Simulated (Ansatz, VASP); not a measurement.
# Li2H: VASP beside Ansatz

```xyz
3
Lattice="2.8264 0.0000 0.0000 -1.4132 2.4477 0.0000 0.0000 0.0000 5.0313" Properties=species:S:1:pos:R:3 pbc="T T T"
Li    0.0000    1.6318    1.3265
Li    1.4132    0.8159    3.7049
H     0.0000    0.0000    2.5157
```

Alike in both runs: functional PBE; k mesh 6 × 6 × 6; occupations gaussian, width 0.1 eV; no spin polarisation.

Ansatz relaxed the structure, and its values are those at the end. VASP's run is a single point on that final structure, the one shown.

|  | VASP | Ansatz |
| --- | --- | --- |
| version | VASP 6.6.1 | Ansatz 0.2.0 |
| potentials or method | VASP PAW PBE potentials, release 64 (Li_sv, H) | scalar-relativistic, plane waves, PAW |
| plane-wave cutoff (eV) | 520 | 420 |
| valence electrons in the cell | 7 | 7 |

Ansatz gave:

| Item | Value |
| --- | --- |
| gap on the k mesh at the Fermi level (eV) | none |
| rms of the force components (eV/Å) | 0.004 |

Q: Which values does VASP return?

A: gap on the k mesh at the Fermi level (eV): none; rms of the force components (eV/Å): 0.006.

A gap of «none» marks a metal or a gap that the smearing closes.

Caveats: the k mesh is coarse (spacing up to 0.43 Å⁻¹), so the values aren't converged.
